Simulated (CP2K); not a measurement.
Runs of CP2K 2026.2 on C. Symmetry: P4/mmm, No. 123, tetragonal system. Conventional cell: a = 4.255 Å, b = 4.255 Å, c = 1.282 Å, α = 90.00°, β = 90.00°, γ = 90.00°. C (site symmetry 4/mmm) is surrounded by 2 C at 1.28 Å. The cell was built by a generator and needn't be a form met in nature.

```tsv
task	level	points a segment of the path (NPOINTS)	bands added on the path	cutoff of the non-local correlation (Ry)	gap on the mesh (eV)	pressure (GPa)
band structure	PBEsol	8	2	-	none	0.8
single point	AM05	-	-	-	none	1.2
single point	vdW-DF-cx	-	-	300	none	0.2
single point	vdW-DF2	-	-	300	none	-0.4
band structure	HLE17	8	2	-	none	(a)
band structure	LDA	8	2	-	none	0.8
```

Alike in all rows: potentials or basis POTENTIAL_UZH C GTH-PBE-q4; TZVP-MOLOPT-PBE-GTH basis; no spin polarisation; cell as given; k mesh 6 × 6 × 20; smearing fermi-dirac 0.05 eV.

Q: Estimate the missing entries.

A: (a) -11.2.

Caveats: the potentials were made for another functional, which shifts forces and pressure; the basis of atomic orbitals isn't converged, which shifts pressures, moduli and gaps; the potentials were made for a functional far from this one (some runs).

A gap of «none» marks a metal or a gap under the smearing width.

Runs at the PBE level aren't shown here.
